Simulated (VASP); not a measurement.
Set up this calculation in VASP 6.6.1, as the native input.

```yaml
Task: single point
Functional: PBEsol
Potentials_or_basis: VASP PAW PBE potentials, release 64 (Ta_pv, C)
Cutoff: 520 eV
k_mesh: 15 × 15 × 8
Occupations: gaussian, width 0.1 eV
Spin: no spin polarisation
Dipole_correction: no
Further_INCAR_settings: ALGO = Fast; EDIFF = 1e-07; NBANDS = 20
```

The structure of Ta2C lies in POSCAR:

```
Ta2C
1.0
    3.0948432833      0.0000000000      0.0000000000
   -1.5474216416      2.6802129040      0.0000000000
    0.0000000000      0.0000000000      4.9219976061
Ta C
2 1
Direct
    0.3333333333      0.6666666667      0.2530357091
    0.6666666667      0.3333333333      0.7469642909
    0.0000000000      0.0000000000      0.0000000000
```

One way to write it, as run:

INCAR

```
PREC     = Accurate       # precision mode
ENCUT    = 520            # plane-wave cutoff, eV
EDIFF    = 1E-7           # SCF threshold, eV
ISMEAR   = 0              # smearing method
SIGMA    = 0.1            # smearing width, eV
LREAL    = False          # projectors in reciprocal space
LASPH    = True           # aspherical terms in the spheres
NELM     = 60             # most SCF steps
ALGO     = Fast           # electronic algorithm
ISIF     = 2              # what is computed and relaxed
LWAVE    = False          # write WAVECAR
LCHARG   = False          # write CHGCAR
GGA      = PS             # functional
NBANDS   = 20             # bands
```

KPOINTS

```
regular mesh
0
Gamma
  15 15 8
```

Potentials or basis: VASP PAW PBE potentials, release 64 (Ta_pv, C).

Launch:

```console
$ cat potpaw_PBE.64/Ta_pv/POTCAR potpaw_PBE.64/C/POTCAR > POTCAR
$ mpirun -np 1 vasp_std > vasp.out
```

It gave:

```
Pressure               : 0.5 GPa
Largest force          : 0.044 eV/Å
Band gap on the k mesh : none (metal or under the smearing width)
```

Caveat: the PAW data sets were made with another functional, which shifts forces and pressure a little.

Run time: 60 s on 1 thread of Intel(R) Xeon(R) 6975P-C (Granite Rapids) (shared host), peak memory 0.27 GiB.
